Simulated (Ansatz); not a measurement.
## Sensitivity of the gradients in Cu2O with an O vacancy to the input

This input was run with Ansatz:

```yaml
crystal:
  lattice:
    - [8.52, 0.0, 0.0]
    - [0.0, 8.52, 0.0]
    - [0.0, 0.0, 8.52]
  atoms:
    - { symbol: Cu, position: [0.125, 0.125, 0.125] }
    - { symbol: Cu, position: [0.125, 0.125, 0.625] }
    - { symbol: Cu, position: [0.125, 0.625, 0.125] }
    - { symbol: Cu, position: [0.125, 0.625, 0.625] }
    - { symbol: Cu, position: [0.625, 0.125, 0.125] }
    - { symbol: Cu, position: [0.625, 0.125, 0.625] }
    - { symbol: Cu, position: [0.625, 0.625, 0.125] }
    - { symbol: Cu, position: [0.625, 0.625, 0.625] }
    - { symbol: Cu, position: [0.125, 0.375, 0.375] }
    - { symbol: Cu, position: [0.125, 0.375, 0.875] }
    - { symbol: Cu, position: [0.125, 0.875, 0.375] }
    - { symbol: Cu, position: [0.125, 0.875, 0.875] }
    - { symbol: Cu, position: [0.625, 0.375, 0.375] }
    - { symbol: Cu, position: [0.625, 0.375, 0.875] }
    - { symbol: Cu, position: [0.625, 0.875, 0.375] }
    - { symbol: Cu, position: [0.625, 0.875, 0.875] }
    - { symbol: Cu, position: [0.375, 0.375, 0.125] }
    - { symbol: Cu, position: [0.375, 0.375, 0.625] }
    - { symbol: Cu, position: [0.375, 0.875, 0.125] }
    - { symbol: Cu, position: [0.375, 0.875, 0.625] }
    - { symbol: Cu, position: [0.875, 0.375, 0.125] }
    - { symbol: Cu, position: [0.875, 0.375, 0.625] }
    - { symbol: Cu, position: [0.875, 0.875, 0.125] }
    - { symbol: Cu, position: [0.875, 0.875, 0.625] }
    - { symbol: Cu, position: [0.375, 0.125, 0.375] }
    - { symbol: Cu, position: [0.375, 0.125, 0.875] }
    - { symbol: Cu, position: [0.375, 0.625, 0.375] }
    - { symbol: Cu, position: [0.375, 0.625, 0.875] }
    - { symbol: Cu, position: [0.875, 0.125, 0.375] }
    - { symbol: Cu, position: [0.875, 0.125, 0.875] }
    - { symbol: Cu, position: [0.875, 0.625, 0.375] }
    - { symbol: Cu, position: [0.875, 0.625, 0.875] }
    - { symbol: O, position: [0.0, 0.0, 0.5] }
    - { symbol: O, position: [0.0, 0.5, 0.0] }
    - { symbol: O, position: [0.0, 0.5, 0.5] }
    - { symbol: O, position: [0.5, 0.0, 0.0] }
    - { symbol: O, position: [0.5, 0.0, 0.5] }
    - { symbol: O, position: [0.5, 0.5, 0.0] }
    - { symbol: O, position: [0.5, 0.5, 0.5] }
    - { symbol: O, position: [0.25, 0.25, 0.25] }
    - { symbol: O, position: [0.25, 0.25, 0.75] }
    - { symbol: O, position: [0.25, 0.75, 0.25] }
    - { symbol: O, position: [0.25, 0.75, 0.75] }
    - { symbol: O, position: [0.75, 0.25, 0.25] }
    - { symbol: O, position: [0.75, 0.25, 0.75] }
    - { symbol: O, position: [0.75, 0.75, 0.25] }
    - { symbol: O, position: [0.75, 0.75, 0.75] }
total_charge: 2
kpoints:
  mp_grid: { grid: [2, 2, 2], shift: [0.5, 0.5, 0.5] }
scf:
  occupations: { method: fermi_dirac, width: 0.01 }
  mixing: { preconditioner: kerker }
hamiltonian:
  xc: pbe
  pseudopotentials: { kind: paw }
output:
  forces: true
  stress: true
  populations: true
  efg:
    quadrupole_moments_barn: { Cu: -0.22, O: -0.02558 }
    contact_densities: true
  write_density: true
  write_potential: true
  elf: true
  volumetric_format: npy
```

```sh
ansatz run input.yaml --threads 4 --pin off --max-ram 8192MiB --backend cpu --events-out ev --progress --plain --runs-dir out
```

It converged. Of its output the block on the nuclei alone is shown, without the SCF iterations, energies, forces and stress (one atom of each set):

```
--- PAW observables at the nuclei: V_zz in 10²¹ V/m², potentials from the cell's mean, atoms counted from 1 ---
  atom   1  Cu V_zz =    -3.726936   η = 0.0000   by run symmetry: allowed   C_q = +19.8257 MHz
            electrostatic potential = -3756.658060 V   contact ρ = 147551.930414 e/Å³
  atom   2  Cu V_zz =    -4.186278   η = 0.0518   by run symmetry: allowed   C_q = +22.2692 MHz
            electrostatic potential = -3756.334939 V   contact ρ = 147556.365817 e/Å³
  atom   4  Cu V_zz =    -4.293321   η = 0.0324   by run symmetry: allowed   C_q = +22.8386 MHz
            electrostatic potential = -3756.323514 V   contact ρ = 147556.588136 e/Å³
  atom   8  Cu V_zz =    -4.413760   η = 0.0000   by run symmetry: allowed   C_q = +23.4793 MHz
            electrostatic potential = -3756.326889 V   contact ρ = 147556.632976 e/Å³
  atom  33  O  V_zz =    -0.195702   η = 0.0000   by run symmetry: allowed   C_q = +0.1210 MHz
            electrostatic potential = -622.958335 V   contact ρ = 2156.185996 e/Å³
  atom  35  O  V_zz =    +0.179163   η = 0.0000   by run symmetry: allowed   C_q = -0.1108 MHz
            electrostatic potential = -622.937836 V   contact ρ = 2156.026519 e/Å³
  atom  39  O  V_zz =    -0.000000   η = 0.0000   by run symmetry: forbidden   C_q = +0.0000 MHz
            electrostatic potential = -622.973578 V   contact ρ = 2156.077087 e/Å³
  atom  40  O  V_zz =    -0.418562   η = 0.0000   by run symmetry: allowed   C_q = +0.2589 MHz
            electrostatic potential = -623.017149 V   contact ρ = 2156.239204 e/Å³
  atom  41  O  V_zz =    -0.052722   η = 0.0000   by run symmetry: allowed   C_q = +0.0326 MHz
            electrostatic potential = -622.994904 V   contact ρ = 2156.229637 e/Å³
```

(1) Can these gradients be trusted, and how do they compare with a run on standard settings?

Results:

(1) As results of these settings, within the limits told below. Against the standard input the change is `scf.mixing.preconditioner`: not typed → kerker; `kpoints.mp_grid.shift`: not typed → [0.5, 0.5, 0.5]. A site carries the number of its first atom; V_zz in 10²¹ V/m².

```tsv
site	V_zz standard	η standard	V_zz here	η here
Cu1	-3.94	0.00	-3.73	0.00
Cu2	-4.35	0.02	-4.19	0.05
Cu4	-4.53	0.03	-4.29	0.03
Cu8	-4.55	0.00	-4.41	0.00
O33	0.059	0.00	-0.20	0.00
O35	0.18	0.00	0.18	0.00
O40	-0.52	0.00	-0.42	0.00
O41	-0.073	0.00	-0.053	0.00
```

The largest change of V_zz is on O33, from 0.059 to -0.20. In per cent, |V_zz| changes by -5 to -3 on Cu (all sites that start above 2). V_zz changes sign on O33 (same axis). Sites without a gradient aren't listed. The changed run opens a gap. SCF iterations: 16 and 18.

On the reference run: The run isn't spin-polarised, and a state with spin may lie lower. The defect repeats with the cell of 47 atoms, so it feels its images: sites between two images don't show the values beside a lone defect, and zeros or small values of η there can come from the images' arrangement. Cu carries a gradient in the pure host already, so the values there aren't the defect's effect alone. A uniform background compensates the cell's charge. The defect cell has no gap above 0.1 eV on its mesh, so the values can hang on the smearing and the k-mesh. Semilocal functionals underestimate gradients at Cu(I) with two or three neighbours, in Cu₂O by a fifth to nearly a half. The neighbours have not yet relaxed around the defect (largest force 2.1 eV/Å), so a real crystal will differ.
